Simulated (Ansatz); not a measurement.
## How far is PAW off for MgI$_{2}$?

```xyz
3
Lattice="4.1537 0.0000 0.0000 -2.0769 3.5972 0.0000 0.0000 0.0000 6.9306" Properties=species:S:1:pos:R:3 pbc="T T T"
Mg    0.0000    0.0000    0.0000
I     0.0000    2.3981    5.2508
I     2.0769    1.1991    1.6798
```

Atom numbers follow the list: Mg1, I2, I3.

Conventional cell: a = 4.154 Å, b = 4.154 Å, c = 6.931 Å, α = 90.00°, β = 90.00°, γ = 120.00°. Mg (atom 1) is surrounded by 6 I at 2.93 Å. I (atom 2) has 3 Mg at 2.93 Å as nearest neighbours.

Structure: COD 2013551, as refined from experiment and not relaxed. The listed cell was then made from it by scaling, straining or moving an atom.

No spin–orbit coupling, which matters for the heavy atoms here.

Methods: DFT, PBEsol, PAW with Ansatz's default frozen-core files, scalar-relativistic (Ansatz 0.2.0); DFT, PBEsol, all-electron LAPW, scalar-relativistic (Ansatz 0.2.0).

For PAW: a Γ-centred 7×7×4 k mesh, Fermi–Dirac smearing of 0.03 eV, cutoff 420 eV, no spin polarisation; the PAW files were made with PBE, and the program remakes their frozen cores for this functional. LAPW targets a basis error of 1 meV/atom. The Ansatz runs share mesh, smearing and spin set-up. Plane-wave (PAW) pressures include the program's estimate of the Pulay term.

Stress and pressure are positive in compression.

PAW results:

```
             quantity    PAW
       pressure (GPa)  -0.47
      stress xx (GPa)  -0.51
      stress zz (GPa)  -0.39
force on I2, z (eV/Å)  0.107
        band gap (eV)  3.522
```

Task: What does LAPW (all electrons) give for the same quantities?

Result: 
```csv
quantity,LAPW
pressure (GPa),-0.47
stress xx (GPa),-0.51
stress zz (GPa),-0.39
"force on I2, z (eV/Å)",0.108
band gap (eV),3.516
```
